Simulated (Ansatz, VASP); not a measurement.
## Pt in VASP and in Ansatz

INCAR

```
ALGO = Normal
EDIFF = 1E-7
ENCUT = 520
GGA = PE
ISIF = 2
ISMEAR = 0
LASPH = T
LCHARG = F
LREAL = F
LWAVE = F
NBANDS = 17
NELM = 100
PREC = Accurate
SIGMA = 0.15
```

KPOINTS

```
k-points
0
Gamma
  18 18 10
```

Contents of POSCAR:

```
Pt
1.0
    2.7585396153      0.0000000000      0.0000000000
   -1.3792698077      2.3889653842      0.0000000000
    0.0000000000      0.0000000000      4.7813829964
Pt
2
Direct
    0.6316843886      0.3333333333      0.7500000000
    0.3683156114      0.6666666667      0.2500000000
```

Input for Ansatz:

```yaml
crystal:
  lattice:
    - [2.7585396153, 0.0, 0.0]
    - [-1.3792698077, 2.3889653842, 0.0]
    - [0.0, 0.0, 4.7813829964]
  atoms:
    - { symbol: Pt, position: [0.6316843886, 0.3333333333, 0.75] }
    - { symbol: Pt, position: [0.3683156114, 0.6666666667, 0.25] }
basis:
  ecutwfc: 420
kpoints:
  mp_grid: { grid: [18, 18, 10] }
hamiltonian:
  xc: pbe
scf:
  occupations: { method: gaussian, width: 0.15 }
output:
  forces: true
  stress: true
  eigenvalues: true
```

Change from the starting cell: mode 1 frozen in at -0.097 Å, equal normal strain along x, y and z +0.0000.

Alike in both runs: task single point; functional PBE; k mesh 18 × 18 × 10; occupations gaussian, width 0.15 eV; no spin polarisation.

|  | VASP | Ansatz |
| --- | --- | --- |
| version | VASP 6.6.1 | Ansatz 0.2.0 |
| potentials or method | VASP PAW PBE potentials, release 64 (Pt) | scalar-relativistic, plane waves, PAW |
| plane-wave cutoff (eV) | 520 | 420 |
| valence electrons in the cell | 20 | 36 |

VASP gave:

| Item | Value |
| --- | --- |
| gap on the k mesh at the Fermi level (eV) | none |
| pressure (GPa) | -0.1 |
| largest component of the traceless stress (GPa) | 0.59 |
| rms of the force components (eV/Å) | 0.057 |

Question: Estimate Ansatz's values.

Answer: gap on the k mesh at the Fermi level (eV): none; pressure (GPa): 0.4; largest component of the traceless stress (GPa): 0.63; rms of the force components (eV/Å): 0.057.

Atom by atom the forces differ by 0.001 eV/Å (rms over components). A gap of «none» marks a metal or a gap that the smearing closes. The functional is the same, so the differences come from potentials, cutoffs and numerics. The two sets of potentials don't hold the same shells in valence.

Spin-orbit coupling is left out, which matters for the levels of Pt.
